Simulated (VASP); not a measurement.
A run of VASP 6.6.1 is set up as follows.

The input POSCAR:

```
Sn3Te
1.0
    4.8656220000      0.0000000000      0.0000000000
    0.0000000000      4.8656220000      0.0000000000
    0.0000000000      0.0000000000      4.8656220000
Te Sn
1 3
Direct
    0.0000000000      0.0000000000      0.0000000000
    0.0000000000      0.5000000000      0.5000000000
    0.5000000000      0.0000000000      0.5000000000
    0.5000000000      0.5000000000      0.0000000000
```

File INCAR.step1:

```
PREC = Accurate
ENCUT = 600
EDIFF = 1E-8
ISMEAR = -1
SIGMA = 0.05
LREAL = False
LASPH = True
NELM = 60
ALGO = Normal
ISIF = 3
LWAVE = False
LCHARG = False
GGA = PE
IBRION = 2
NSW = 40
EDIFFG = -0.002
KPAR = 2
```

Contents of INCAR.step2:

```
PREC = Accurate
ENCUT = 600
EDIFF = 1E-8
ISMEAR = -1
SIGMA = 0.05
LREAL = False
LASPH = True
NELM = 60
ALGO = Normal
ISIF = 2
LWAVE = False
LCHARG = False
GGA = PE
IBRION = 6
NFREE = 2
POTIM = 0.015
NSW = 1
KPAR = 2
```

Contents of KPOINTS:

```
regular mesh
0
Gamma
  6 6 6
```

Potentials or basis: VASP PAW PBE potentials, release 64 (Te, Sn_d).

The run is started by

```bash
$ cat potpaw_PBE.64/Te/POTCAR potpaw_PBE.64/Sn_d/POTCAR > POTCAR
$ cp INCAR.step1 INCAR
$ mpirun -np 2 vasp_std > vasp.out
$ cp CONTCAR POSCAR
$ cp INCAR.step2 INCAR
$ mpirun -np 2 vasp_std > vasp.out
```

**Question.** Estimate the highest phonon frequency at Γ, LO-TO splitting left out.

**Answer.** 71 cm⁻¹.

**Question.** Predict the most unstable mode.

**Answer.** 50i cm⁻¹.

**Question.** What does it give for the relaxed volume?

**Answer.** 29.01 Å³/atom.

Step by step:
| step | energy change (eV) | largest force (eV/Å) | pressure (GPa) | volume (Å³) |
| --- | --- | --- | --- | --- |
| 1 | 0.0000 | 0.0000 | 0.33 | 115.19 |
| 2 | -0.0008 | 0.0000 | -0.05 | 116.17 |
| 3 | -0.0009 | 0.0000 | 0.00 | 116.03 |

Caveat: some modes are imaginary. Spin-orbit coupling is left out, which matters for the levels of Te.
